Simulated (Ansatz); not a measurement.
Consider the formal exchange of groups at a Ga–O bond: `[NH2][GaH][OH]` + `CC(=O)O` → `[CH3][GaH][NH2]` + `O=C(O)O`.

Program: Ansatz. Geometries: PBE0-D4/def2-TZVP. ΔE: electronic, gas phase. CBS: MP2 limit from def2 TZ/QZ plus the TZ coupled-cluster correction, frozen cores. Functionals use def2-TZVPP. HSE06 is defined as in plane-wave codes. For Ga outer-core shells are correlated without core-valence functions, which leaves a few kJ/mol of doubt a bond. Scalar relativity is left out up to krypton. One conformer a species, not always the lowest.

```tsv
level	ΔE (kJ/mol)	difference from CCSD(T)/CBS
PBE-D4	44.0	-12.0
r2SCAN-D4	47.2	-8.8
HSE06-D4	42.3	-13.7
B2PLYP	55.8	-0.2
PBE-QIDH	48.0	-8.0
HF/def2-SVP	40.6	-15.4
CCSD(T)/def2-SVP	44.8	-11.2
MP2/def2-TZVPP	56.9	0.9
MP2/def2-QZVPP	58.7	2.7
CCSD/CBS(def2)	56.0	0.0
CCSD(T)/CBS	56.0	0
```

Largest T1 diagnostic among the species: 0.015.

Leaving LDA and LC-ωPBE aside and taking each functional with its dispersion term where it has one, the values spread over 13.5 kJ/mol, from HSE06-D4 to B2PLYP. LDA lies −7.5 kJ/mol from PBE without D4. At CCSD(T), def2-SVP lies −11.2 kJ/mol from the extrapolated value and def2-TZVPP −2.0 kJ/mol.

CCSD(T)/CBS has its own doubt, a few kJ/mol and more with outer-core shells, so smaller differences from it don't rank the levels.
